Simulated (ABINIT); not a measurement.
A calculation with ABINIT 10.8.3 (patched build) of Sb (native input, structure typed inline):

run.abi

```
pp_dirpath "./"
pseudos "Sb.GGA_PBE-JTH.xml"

acell 3*1.0
rprim
    -3.5363217609     3.5363217609     3.5363217609
     3.5363217609    -3.5363217609     3.5363217609
     3.5363217609     3.5363217609    -3.5363217609
ntypat 1
znucl 51
natom 1
typat 1
xred
     0.0000000000     0.0000000000     0.0000000000

ecut 435.382180 eV
pawecutdg 32.0
pawxcdev 0

kptopt 1
ngkpt 10 10 10
nshiftk 1
shiftk 0.0 0.0 0.0

ixc 11

nband 12
occopt 3
tsmear 0.05 eV

nstep 100
tolvrs 1.0e-9

iomode 3
prtwf 0
prtden 0
prteig 0
prtebands 0
```

Potentials or basis: JTH PAW PBE v2.0.

Launch:

```sh
$ abinit run.abi > log 2>&1
```

This isn't the form of Sb at room conditions, which is rhombohedral.

Question: Write the same calculation in another form: ASE script, structure typed inline.

Answer: As run:

Contents of run.py:

```python
import json, os
import numpy as np
from ase.units import GPa
from ase.calculators.abinit import Abinit, AbinitProfile
from ase import Atoms

atoms = Atoms(['Sb'],
              cell=[[-1.8713408863, 1.8713408863, 1.8713408863], [1.8713408863, -1.8713408863, 1.8713408863], [1.8713408863, 1.8713408863, -1.8713408863]],
              scaled_positions=[[0.0, 0.0, 0.0]],
              pbc=True)

profile = AbinitProfile(command='abinit', pp_paths=[os.path.abspath('pseudos')])
params = dict(
    pps='pawxml', xc='PBE',
    ecut=435.3822,
    pawecutdg=870.7644,
    pawxcdev=0,
    kptopt=1,
    ngkpt=[10, 10, 10],
    nshiftk=1,
    shiftk=[0.0, 0.0, 0.0],
    ixc=11,
    nband=12,
    occopt=3,
    tsmear=0.05,
    nstep=100,
    tolvrs=1e-09,
    prtwf=0,
    prtden=0,
)

atoms.calc = Abinit(profile=profile, directory='run', **params)
energy = atoms.get_potential_energy()
forces = atoms.get_forces()
stress = atoms.get_stress()
print(f'energy {energy:.6f} eV')
print('forces (eV/A)')
print(np.round(forces, 5))
print('stress (GPa, Voigt, tension positive)', np.round(stress / GPa, 4))
json.dump(dict(energy=energy, forces=forces.tolist(), stress=stress.tolist(), cell=atoms.cell.tolist(), frac=atoms.get_scaled_positions(wrap=False).tolist()), open('results.json', 'w'))
```

Potentials or basis: JTH PAW PBE v2.0.

Run with:

```bash
$ python run.py
```

Both were run:

|  | native input, structure typed inline | ASE script, structure typed inline |
| --- | --- | --- |
| Pressure | 3.0 GPa | 3.0 GPa |
| Band gap on the k mesh | none (metal or under the smearing width) | none (metal or under the smearing width) |
| Valence electrons inside the program's atomic spheres | Sb 12.39 (radii [1.2705] Å) | Sb 12.39 (radii [1.2705] Å) |

Keys that steer only the numerical path or the files written may differ.
